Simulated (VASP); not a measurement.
# Ge (Cmmm) in VASP: a series of runs

The runs below take Ge through single point, with PBE.

Program: VASP 6.6.1. These are calculated values, not measurements. Logs are shortened: lines on timing, memory, paths and dates and some standing lists are left out, and cuts for length are marked.

## (1) The crystal as given

The structure is orthorhombic, space group Cmmm (No. 65). Conventional cell: a = 2.794 Å, b = 5.201 Å, c = 2.698 Å, α = 90.00°, β = 90.00°, γ = 90.00°. Ge (site symmetry mmm) has 8 Ge at 2.70 to 2.95 Å as nearest neighbours.

This isn't the form of Ge at room conditions, which is diamond.

## (2) Single point, PBE

File INCAR:

```
PREC = Low ; ENCUT = 450
EDIFF = 1E-7 ; ISMEAR = 0
SIGMA = 0.05 ; LREAL = F
LASPH = T ; NELM = 100
ALGO = Normal ; ISIF = 2
LWAVE = F ; LCHARG = F
GGA = PE ; NBANDS = 13
ADDGRID = F
```

File KPOINTS:

```
Automatic mesh
0
Gamma
  5 5 5
```

File POSCAR:

```
Ge
1.0
    1.3971490000     -2.6005160000      0.0000000000
    1.3971490000      2.6005160000      0.0000000000
    0.0000000000      0.0000000000      2.6982310000
Ge
1
Direct
    0.5000000000      0.5000000000      0.0000000000
```

Potentials or basis: VASP PAW PBE potentials, release 64 (Ge_d).

Started as:

```
$ cat potpaw_PBE.64/Ge_d/POTCAR > POTCAR
$ mpirun -np 1 vasp_std > vasp.out
```

OUTCAR:

```text
PREC = Low
   ENCUT = 450
   EDIFF = 1E-7
   ISMEAR = 0
   LREAL = F
   LASPH = T
   NELM = 100
   ISIF = 2
   GGA = PE

 Found     27 irreducible k-points:

 Following reciprocal coordinates:
            Coordinates               Weight
  0.000000  0.000000  0.000000      1.000000
  0.200000 -0.000000  0.000000      4.000000
  0.400000  0.000000  0.000000      4.000000
  0.200000  0.200000  0.000000      2.000000
  0.400000  0.200000  0.000000      4.000000
 -0.400000  0.200000  0.000000      4.000000
   k-points           NKPTS =     27   k-points in BZ     NKDIM =     27   number of bands    NBANDS=     13
   number of dos      NEDOS =    301   number of ions     NIONS =      1
   total plane-waves  NPLWV =   3584
   dimension x,y,z NGX =    16 NGY =   16 NGZ =   14
   dimension x,y,z NGXF=    16 NGYF=   16 NGZF=   16
   ions per type =               1
   NGX,Y,Z   is equivalent  to a cutoff of   9.01,  9.01,  8.63 a.u.
   NGXF,Y,Z  is equivalent  to a cutoff of   9.01,  9.01,  9.86 a.u.
 SYSTEM =  unknown system
   PREC   = low       normal or accurate (medium, high low for compatibility)
   ISTART =      0    job   : 0-new  1-cont  2-samecut
   ICHARG =      2    charge: 1-file 2-atom 10-const
   ISPIN  =      1    spin polarized calculation?
   LNONCOLLINEAR =      F non collinear calculations
   LSORBIT =      F    spin-orbit coupling
   LASPH  =      T    aspherical Exc in radial PAW
   ENCUT  =  450.0 eV  33.07 Ry    5.75 a.u.   5.11  5.11  4.67*2*pi/ulx,y,z
   NELM   =    100;   NELMIN=  2; NELMDL= -5     # of ELM steps
   EDIFF  = 0.1E-06   stopping-criterion for ELM
   LREAL  =      F    real-space projection
   EDIFFG = 0.1E-05   stopping-criterion for IOM
   NSW    =      0    number of steps for IOM
   IBRION =     -1    ionic relax: 0-MD 1-quasi-New 2-CG
   NFREE  =      0    steps in history (QN), initial steepest desc. (CG)
   ISIF   =      2    stress and relaxation
   ISYM   =      2    0-nonsym 1-usesym 2-fastsym
   POTIM  = 0.5000    time-step for ionic-motion
   TEBEG  =    0.0;   TEEND  =   0.0 temperature during run
   PSTRESS=    0.0 pullay stress
   NELECT =      14.0000    total number of electrons
   NUPDOWN=      -1.0000    fix difference up-down
   EMIN   =  10.00;   EMAX   =-10.00  energy-range for DOS
   EFERMI =   0.00;   METHOD = LEGACY
   ISMEAR =     0;   SIGMA  =   0.05  broadening in eV -4-tet -1-fermi 0-gaus
   EFERMI_NEDOS =   21; number of points for ismear=-14 and -15
   IALGO  =     38    algorithm
   IMIX   =      4    mixing-type and parameters
     AMIX     =   0.40;   BMIX     =  1.00
     AMIX_MAG =   1.60;   BMIX_MAG =  1.00
  volume/ion in A,a.u.               =      19.61       132.31
  Fermi-wavevector in a.u.,A,eV,Ry     =   1.463234  2.765111 29.130796  2.141053
  Thomas-Fermi vector in A             =   2.579353
   LORBIT       =      0    0 simple, 1 ext, 2 COOP (PROOUT), +10 PAW based schemes
   GGA     = PE    functional components
   LHFCALC =     F    Hartree Fock is set to
   AEXX    =    0.0000 exact exchange contribution
   IVDW    =     0    specifies the selected vdW correction
   LEPSILON=     F    determine dielectric tensor
   LRPA    =     F    only Hartree local field effects (RPA)
 non-spin polarized calculation
 Gauss-broadening in eV      SIGMA  =   0.05
  energy-cutoff  :      450.00
  volume of cell :       19.61
 maximum number of plane-waves:       433
   NGX = 11   NGY = 11   NGZ =  9

 number of electron      13.9999854 magnetization

 Free energy of the ion-electron system (eV)
  ---------------------------------------------------
  ext. energy  EPLUGINS =         0.00000000
  ---------------------------------------------------
  free energy    TOTEN  =        -4.24390091 eV

  energy without entropy =       -4.24296872  energy(sigma->0) =       -4.24343481

 E-fermi :   6.0924     XC(G=0): -11.0291

 val. band max:        5.9550590361   @ k =   0.4000   0.4000   0.4000
 cond. band min:       6.1331075984   @ k =   0.4000   0.2000   0.2000
 fundamental gap:      0.1780485624
 Fermi energy:         6.0924409863

 k-point     1 :       0.0000    0.0000    0.0000
  band No.  band energies     occupation
      1     -18.4746      2.00000
      2     -18.4132      2.00000
      3     -18.3633      2.00000
      4     -18.2597      2.00000
      5     -18.2422      2.00000
      6      -6.6328      2.00000
      7      12.8932      0.00000
      8      13.3666      0.00000
      9      14.8780      0.00000
     10      16.3869      0.00000
     11      18.7218      0.00000
     12      21.0965      0.00000
     13      21.2357      0.00000

 k-point     2 :       0.2000   -0.0000    0.0000
  band No.  band energies     occupation
      1     -18.4533      2.00000
      2     -18.3869      2.00000
      3     -18.3527      2.00000
      4     -18.2673      2.00000
      5     -18.2572      2.00000
      6      -5.6632      2.00000
      7       9.0707      0.00000
      8      11.6606      0.00000
      9      13.8175      0.00000
     10      15.9853      0.00000
     11      18.0868      0.00000
     12      22.4615      0.00000
     13      25.5980      0.00000

 k-point     3 :       0.4000    0.0000    0.0000
  band No.  band energies     occupation
      1     -18.4483      2.00000
      2     -18.3728      2.00000
      3     -18.2936      2.00000
      4     -18.2794      2.00000
      5     -18.2674      2.00000
      6      -2.8559      2.00000
      7       2.6940      2.00000
      8       9.9076      0.00000
      9      13.9480      0.00000
     10      16.1057      0.00000
     11      20.7362      0.00000
     12      24.1427      0.00000
     13      25.0200      0.00000

 k-point     4 :       0.2000    0.2000    0.0000
  band No.  band energies     occupation
      1     -18.4285      2.00000
      2     -18.3900      2.00000
      3     -18.2954      2.00000
      4     -18.2866      2.00000
      5     -18.2693      2.00000
      6      -3.6433      2.00000
      7       5.0040      2.00000
      8       7.6133      0.00000
      9      15.5702      0.00000
     10      18.8600      0.00000
     11      19.5023      0.00000
     12      21.3729      0.00000
     13      25.9943      0.00000

 k-point     5 :       0.4000    0.2000    0.0000
  band No.  band energies     occupation
      1     -18.4214      2.00000
      2     -18.3663      2.00000
      3     -18.2927      2.00000
      4     -18.2925      2.00000
      5     -18.2767      2.00000
      6      -1.1441      2.00000
      7       1.7023      2.00000
      8       5.3920      2.00000
      9      17.0859      0.00000
     10      19.3069      0.00000
     11      22.9886      0.00000
     12      23.5771      0.00000
     13      23.6836      0.00000

 k-point     6 :      -0.4000    0.2000    0.0000
  band No.  band energies     occupation
      1     -18.4318      2.00000
      2     -18.3912      2.00000
      3     -18.3137      2.00000
      4     -18.2854      2.00000
      5     -18.2610      2.00000
      6      -3.9941      2.00000
      7       5.1718      2.00000
      8       7.4607      0.00000
      9      15.2471      0.00000
     10      19.3571      0.00000
     11      20.6940      0.00000
     12      23.4731      0.00000
     13      26.1482      0.00000

 [... further k-points ...]

------------------------ aborting loop because EDIFF is reached ----------------------------------------

  FORCE on cell =-STRESS in cart. coord.  units (eV):
  Direction    XX          YY          ZZ          XY          YZ          ZX
  --------------------------------------------------------------------------------------
  -------------------------------------------------------------------------------------
  Total       -0.2185348      0.9227503      0.0150056      0.0000000      0.0000000      0.0000000
  in kB      -17.8574671     75.4020963      1.2261722      0.0000000      0.0000000      0.0000000
  external PRESSURE =      19.5902671 kB  Pullay stress =       0.0000000 kB

 VOLUME and BASIS-vectors are now :
 -----------------------------------------------------------------------------
  energy-cutoff  :      450.00
  volume of cell :       19.61
      direct lattice vectors                 reciprocal lattice vectors
     1.397149000 -2.600516000  0.000000000     0.357871637 -0.192269534  0.000000000
     1.397149000  2.600516000  0.000000000     0.357871637  0.192269534  0.000000000
     0.000000000  0.000000000  2.698231000     0.000000000  0.000000000  0.370613191

 POSITION                                       TOTAL-FORCE (eV/Angst)
 -----------------------------------------------------------------------------------
      1.39715      0.00000      0.00000         0.000000      0.000000      0.000000
 -----------------------------------------------------------------------------------
    total drift:                                0.000000     -0.000000      0.000000

  FREE ENERGIE OF THE ION-ELECTRON SYSTEM (eV)
  ---------------------------------------------------
  free  energy   TOTEN  =        -4.2439009118 eV

  energy  without entropy=       -4.2429687171  energy(sigma->0) =       -4.24343481
```

Run time: 1.8 s. Hardware: 1 thread of Intel Xeon 6975P-C (Granite Rapids), shared host; peak memory 0.1 GiB.

The run converged, but some of its settings lie outside the range that counts as converged, so its numbers aren't taken as properties of the crystal.

Results:

| Quantity | Value |
| --- | --- |
| Free energy | -4.2439 eV |
| Pressure | 2.0 GPa |
| Band gap on the k mesh | none (metal or under the smearing width) |

Caveat: the k mesh is coarse (spacing up to 0.51 Å⁻¹), so the values aren't converged.

## (3) Single point, PBE

This run uses another cell than the first one, of the same volume but with other edges.

INCAR is that of step 2.

KPOINTS is that of step 2.

File POSCAR:

```
Ge
1.0
    1.4161900000     -2.6475770000      0.0134350000
    1.3961930000      2.6368340000      0.0183540000
    0.0306960000      0.0025520000      2.6389690000
Ge
1
Direct
    0.4852650000      0.4800630000      0.0156560000
```

Potentials or basis: VASP PAW PBE potentials, release 64 (Ge_d).

Started as:

```
$ cat potpaw_PBE.64/Ge_d/POTCAR > POTCAR
$ mpirun -np 1 vasp_std > vasp.out
```

Wall time 2.8 s (1 thread of Intel Xeon 6975P-C (Granite Rapids), shared host); peak memory 0.11 GiB.

The run converged, but some of its settings lie outside the range that counts as converged, so its numbers aren't taken as properties of the crystal.

What came out:

```
Free energy            : -4.2498 eV
Pressure               : 0.0 GPa
Band gap on the k mesh : none (metal or under the smearing width)
```

Caveat: the k mesh is coarse (spacing up to 0.51 Å⁻¹), so the values aren't converged.

## (4) Single point, PBE

INCAR, as its differences from that of step 3:

```diff
@@ -1,2 +1,2 @@
-PREC = Low ; ENCUT = 450
+PREC = Normal ; ENCUT = 450
 EDIFF = 1E-7 ; ISMEAR = 0
```

KPOINTS is that of step 3.

File POSCAR:

```
Ge
1.0
    1.3971490000     -2.6005160000      0.0000000000
    1.3971490000      2.6005160000      0.0000000000
    0.0000000000      0.0000000000      2.6982310000
Ge
1
Direct
    0.5000000000      0.5000000000      0.0000000000
```

Started as:

```
$ cat potpaw_PBE.64/Ge_d/POTCAR > POTCAR
$ mpirun -np 1 vasp_std > vasp.out
```

It took 1.9 s on 1 thread of Intel Xeon 6975P-C (Granite Rapids), shared host; peak memory 0.11 GiB.

These settings aren't checked as converged: the numbers below hold their error.

Results:

```
Free energy            : -4.2403 eV
Pressure               : 1.7 GPa
Band gap on the k mesh : none (metal or under the smearing width)
```

Caveat: the k mesh is coarse (spacing up to 0.51 Å⁻¹), so the values aren't converged.

## (5) Single point, PBE

This run uses another cell than the first one, of the same volume but with other edges.

INCAR is that of step 4.

KPOINTS is that of step 4.

File POSCAR:

```
Ge
1.0
    1.4161900000     -2.6475770000      0.0134350000
    1.3961930000      2.6368340000      0.0183540000
    0.0306960000      0.0025520000      2.6389690000
Ge
1
Direct
    0.4852650000      0.4800630000      0.0156560000
```

Started as:

```
$ cat potpaw_PBE.64/Ge_d/POTCAR > POTCAR
$ mpirun -np 1 vasp_std > vasp.out
```

Run time: 2.9 s. Hardware: 1 thread of Intel Xeon 6975P-C (Granite Rapids), shared host; peak memory 0.11 GiB.

These settings aren't checked as converged: the numbers below hold their error.

What came out:

```
Free energy            : -4.2447 eV
Pressure               : 0.0 GPa
Band gap on the k mesh : none (metal or under the smearing width)
```

Caveat: the k mesh is coarse (spacing up to 0.51 Å⁻¹), so the values aren't converged.

## (6) Single point, PBE

File INCAR:

```
PREC = Accurate ; ENCUT = 450
EDIFF = 1E-7 ; ISMEAR = 0
SIGMA = 0.05 ; LREAL = Auto
LASPH = T ; NELM = 100
ALGO = Normal ; ISIF = 2
LWAVE = F ; LCHARG = F
GGA = PE ; NBANDS = 13
ADDGRID = F
```

KPOINTS is that of step 5.

File POSCAR:

```
Ge
1.0
    1.3971490000     -2.6005160000      0.0000000000
    1.3971490000      2.6005160000      0.0000000000
    0.0000000000      0.0000000000      2.6982310000
Ge
1
Direct
    0.5000000000      0.5000000000      0.0000000000
```

Potentials or basis: VASP PAW PBE potentials, release 64 (Ge_d).

Started as:

```
$ cat potpaw_PBE.64/Ge_d/POTCAR > POTCAR
$ mpirun -np 1 vasp_std > vasp.out
```

Wall time 3.8 s (1 thread of Intel Xeon 6975P-C (Granite Rapids), shared host); peak memory 0.13 GiB.

These settings aren't checked as converged: the numbers below hold their error.

Results:

```
Free energy            : -4.2406 eV
Pressure               : 1.7 GPa
Band gap on the k mesh : none (metal or under the smearing width)
```

Caveat: the k mesh is coarse (spacing up to 0.51 Å⁻¹), so the values aren't converged.
